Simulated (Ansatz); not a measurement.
ZrO$_{2}$:
```
ZrO2
1.0
    3.60134     0.00000     0.00000
    0.00000     3.60134     0.00000
    0.00000     0.00000     5.22807
Zr O
2 4
Cartesian
  0.00000   0.00000   0.00000
  1.80067   1.80067   2.61404
  0.00000   1.80067   1.02884
  0.00000   1.80067   3.64287
  1.80067   0.00000   1.58520
  1.80067   0.00000   4.19924
```

Relaxed with r²SCAN. Independent-particle spectrum: no excitons, no local fields, no scissors shift; 0.1 eV broadening; ε₁ of the summed bands alone.

Q: Tabulate the dielectric function from the program Ansatz at the r²SCAN level (PAW).

A: 

| E (eV) | ε₁ xx | ε₂ xx | ε₁ zz | ε₂ zz |
|---|---|---|---|---|
| 0.0 | 5.07 | 0.00 | 4.55 | 0.00 |
| 0.4 | 5.08 | 0.00 | 4.56 | 0.00 |
| 0.8 | 5.11 | 0.00 | 4.59 | 0.00 |
| 1.2 | 5.16 | 0.00 | 4.62 | 0.00 |
| 1.6 | 5.24 | 0.00 | 4.68 | 0.00 |
| 2.0 | 5.34 | 0.00 | 4.76 | 0.00 |
| 2.4 | 5.48 | 0.00 | 4.86 | 0.00 |
| 2.8 | 5.66 | 0.00 | 4.99 | 0.00 |
| 3.2 | 5.90 | 0.00 | 5.15 | 0.00 |
| 3.6 | 6.23 | 0.00 | 5.37 | 0.00 |
| 4.0 | 6.68 | 0.00 | 5.65 | 0.00 |
| 4.4 | 7.43 | 0.00 | 6.05 | 0.00 |
| 4.8 | 9.03 | 0.87 | 6.68 | 0.00 |
| 5.2 | 9.51 | 2.46 | 8.00 | 0.51 |
| 5.6 | 8.46 | 4.21 | 8.93 | 1.82 |
| 6.0 | 9.27 | 5.58 | 8.32 | 4.35 |
| 6.4 | 7.50 | 8.94 | 6.59 | 4.19 |
| 6.8 | 4.32 | 5.63 | 6.69 | 5.23 |
| 7.2 | 6.33 | 6.68 | 6.00 | 4.83 |
| 7.6 | 5.67 | 7.50 | 7.12 | 4.65 |
| 8.0 | 5.48 | 9.18 | 8.40 | 9.01 |
| 8.4 | 2.32 | 9.97 | 4.02 | 9.06 |
| 8.8 | -0.72 | 9.09 | 3.62 | 9.33 |
| 9.2 | -0.03 | 7.14 | 0.11 | 10.26 |
| 9.6 | -0.59 | 6.35 | -2.33 | 8.01 |
| 10.0 | -1.33 | 7.08 | -2.84 | 5.86 |
| 10.4 | -2.34 | 5.51 | -2.34 | 4.68 |
| 10.8 | -2.57 | 4.11 | -1.82 | 3.73 |
| 11.2 | -2.18 | 3.51 | -2.59 | 3.96 |
| 11.6 | -1.91 | 2.85 | -2.65 | 2.21 |
| 12.0 | -2.26 | 2.42 | -1.69 | 1.58 |

Q: From ε at 5.3 eV (xx: 9.57 + 2.97i), find n, k, the normal reflectivity and the absorption coefficient.

A: n = 3.13, k = 0.474, R = 28 %, α = 2kE/ħc = 250000 cm⁻¹.

With all bands, ε∞ without local fields is 5.26 (xx = yy), 4.74 (zz). DFPT, with local fields, gives 5.27 (xx = yy), 4.68 (zz).

Space group P4_2/nmc. This is a known high-temperature phase of the composition, computed here at zero pressure and temperature. Symmetry was held in the r²SCAN relaxation; phonons on a q-mesh show no instability. No spin polarisation was allowed. Spin–orbit coupling is left out wherever it is not named.

Potentials: the later of the program's two PAW sets.
